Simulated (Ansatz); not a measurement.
**Zr: electron density at the nuclei under pressure**

```xyz
1
Lattice="-1.8100 1.8100 1.8100 1.8100 -1.8100 1.8100 1.8100 1.8100 -1.8100" Properties=species:S:1:pos:R:3 pbc="T T T"
Zr    0.0000    0.0000    0.0000
```

The geometry is COD entry 9008559, unchecked; take it as a test cell.

The calculation used DFT, PBEsol, all-electron PAW with datasets made for the crystal, scalar-relativistic (Ansatz 0.2.0).

Numerical set-up: a Γ-centred 14×14×14 k mesh, Fermi–Dirac smearing of 0.08 eV, cutoff 240 eV (chosen by the program for this cell), no spin polarisation.

The contact density is the mean electron density over the nuclear volume; its changes follow the s electrons' response to bonding and compression. Changes below are taken from the unscaled cell, where it is 489789 e/Å³ at Zr.

Volumes at which the program chose other datasets or cutoffs are left out.

```csv
V/V(cell),P (GPa),Δρ(0) Zr (e/Å³)
0.9400,-1.8,1.67
0.9500,-2.7,?
0.9600,-3.6,?
0.9800,-5.2,0.54
0.9900,-5.9,?
1.0000,-6.7,0.00
1.0100,-7.4,-0.26
```

Problem. What belongs in the row "0.9500", column "Δρ(0) Zr (e/Å³)"?

Solution. 1.38.

Problem. Give the missing entry: row "0.9600", column "Δρ(0) Zr (e/Å³)".

Solution. 1.10.

Problem. Give the missing entry: row "0.9900", column "Δρ(0) Zr (e/Å³)".

Solution. 0.27.

The datasets are made afresh for each cell, so very small changes are uncertain.
